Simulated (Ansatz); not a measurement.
What a change of settings does to a run on Ta

Structure from Materials Project entry mp-6986 (possibly hypothetical), not relaxed further. The listed cell was then made from it by scaling, straining or moving an atom.

First run: DFT, r2SCAN, PAW with Ansatz's default frozen-core files, scalar-relativistic (Ansatz 0.2.0).

Command: `ansatz run input.yaml --threads 1 --pin off --max-ram 2048MiB --backend cpu --events-out ev --progress --plain --runs-dir out` The run took about 5.1 s on 1 thread of a shared machine.

```yaml
crystal:
  lattice:
    - [0.0, 2.050544637, 2.050544637]
    - [2.050544637, 0.0, 2.050544637]
    - [2.050544637, 2.050544637, 0.0]
  atoms:
    - { symbol: Ta, position: [0.0, 0.0, 0.0] }
kpoints:
  mp_grid: { grid: [14, 14, 14] }
scf:
  occupations: { method: fermi_dirac, width: 0.08 }
hamiltonian:
  xc: r2scan
  pseudopotentials: { kind: paw }
output:
  forces: true
  stress: true
  eigenvalues: true
  efg: { contact_densities: true }
```

Result: converged; pressure 17.56 GPa; 6 SCF iterations.

Spin polarisation is left out, and whether a magnetic state lies lower isn't shown here.

No spin–orbit coupling, which matters for the heavy atoms here.

The input is then changed:

```diff
@@ -9,5 +9,6 @@
   mp_grid: { grid: [14, 14, 14] }
 scf:
-  occupations: { method: fermi_dirac, width: 0.08 }
+  occupations: { method: fermi_dirac, width: 0.005 }
+  initial_density: { chi_scale: 0.3 }
 hamiltonian:
   xc: r2scan
```

Task: Predict the outcome of the changed run.

Result: It converged; energy at zero smearing -0.6 meV/atom from the first run; pressure 17.82 GPa; 6 SCF iterations.

The results part of its log:

```
SCF 1 converged in 6 iterations: F = -9944.005463 eV  dr2 = 1.03e-9
  greatest PAW one-centre occupation: 0.998 electrons in one spin orbital (limit 2), on the Ta atom at site 0 (counted from 0), in its partial waves of l = 0
SCF converged after 6 iterations
Free energy (F): -9944.005463 eV
Harris-Foulkes:  -9944.005463 eV  (|F-HF|=1.06e-9)
Internal energy: -9944.005380 eV  (E = F + TS)
E sigma→0 (E₀):  -9944.005422 eV
Entropy (-TS):   -0.000084 eV (-0.084 meV/atom)
Fermi energy:    19.833893 eV
--- Per-component energies (eV) ---
  E_band       = -103.560350
  E_kinetic    = 369.157074
  E_local      = -522.487724  (includes V_loc(G=0)·N_el)
  E_nonlocal   = 15.264353
  E_hartree    = 183.515910
  E_xc         = -205.158296
  E_vxc        = -223.042710  (∫ρ·V_xc dr)
  E_paw        = -8423.237796  (= ΣΔE_a)
  E_vpaw       = -120.705880  (= ΣTr[D̂ρ^β])
  E_aug_tail   = 0.000082  (compensation charges beyond the density's cutoff)
  E_vtau       = 11.222532  (kinetic-family band-sum trace: ∫τ·v_τ [+ j·A + Jᵃ·Aᵃ] dr)
  E_ewald      = -1360.302703
  E_core_change = -0.756280  (= ΣΔE_core)
  E_smearing   = -0.000084  (= −TS)
  E_closure    = 0.000000  (closes the sum)
  Σ components = -9944.005463   (vs F -9944.005463, Δ=0.00e0)
--- Forces (eV/Å), atoms counted from 1 ---
  atom   1  Ta    -0.00000000    -0.00000000     0.00000000
  max |Σ_I F_I| component: 3.49e-32 eV/Å
--- Stress (GPa, compression-positive) ---
       17.820699      -0.000000      -0.000000
        0.000000      17.820699      -0.000000
        0.000000       0.000000      17.820699
  P = ⅓ Tr σ = 17.8207 GPa (178.207 kbar)
--- PAW observables at the nuclei: V_zz in 10²¹ V/m², potentials from the cell's mean, atoms counted from 1 ---
  atom   1  Ta V_zz =    -0.000000   η = 0.0000   by run symmetry: forbidden
            electrostatic potential = -14503.164543 V   contact ρ = 8150809.126652 e/Å³
--- Band table (eV; the first three rows and the last of 104) ---
  k-point 0: bands = ["-49.3702", "-14.5775", "-14.5775", "-14.5775", "10.9726", "20.3271", "20.3271", "20.3271", "23.9516", "23.9516", "32.6394"]
  k-point 1: bands = ["-49.3633", "-14.6537", "-14.5868", "-14.5868", "11.2078", "20.1130", "20.4386", "20.4386", "23.8340", "23.8340", "33.1320"]
  k-point 2: bands = ["-49.3437", "-14.8633", "-14.6126", "-14.6126", "11.8696", "19.6128", "20.6977", "20.6977", "23.6213", "23.6213", "34.2198"]
  k-point 103: bands = ["-49.1813", "-15.5919", "-15.4093", "-15.1030", "16.4934", "17.8333", "19.2170", "22.4810", "27.3137", "31.0505", "31.5318"]
```
